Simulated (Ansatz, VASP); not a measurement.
One calculation of FeO, two programs

```
Fe O
1.0
     0.00000    2.12627    2.12627
     2.12627    0.00000    2.12627
     2.12627    2.12627    0.00000
Fe O
1 1
Direct
  0.00000 0.00000 0.00000
  0.50000 0.50000 0.50000
```

Alike in both runs: task single point; functional PBE; k mesh 11 × 11 × 11; occupations fermi-dirac, width 0.05 eV; collinear spin.

|  | VASP | Ansatz |
| --- | --- | --- |
| version | VASP 6.6.1 | Ansatz 0.2.0 |
| potentials or method | VASP PAW PBE potentials, release 64 (Fe, O) | Ansatz PAW |
| plane-wave cutoff (eV) | 520 | 420 |
| valence electrons in the cell | 14 | 22 |

VASP gave:

```
gap on the k mesh at the Fermi level (eV)                     : none
pressure (GPa)                                                : 8.2
net moment per atom (μB)                                      : 2.00
size of the moment on the site where the two differ most (μB) : 3.61
```

**Question.** Estimate Ansatz's values.

**Answer.** gap on the k mesh at the Fermi level (eV): none; pressure (GPa): 8.0; net moment per atom (μB): 2.00; size of the moment on the site where the two differ most (μB): 3.43.

Site moments also hang on the region over which each program counts them. A gap of «none» marks a metal or a gap that the smearing closes. The functional is the same, so the differences come from potentials, cutoffs and numerics. The two sets of potentials don't hold the same shells in valence.

Caveats: a cell with one magnetic atom can't hold antiferromagnetic order, which such compounds often take; semilocal functionals often make such compounds metallic where correlation or magnetic order opens a gap, which also shifts bond lengths; the pressure holds a Pulay correction of +0.7 GPa for the finite cutoff (Ansatz).
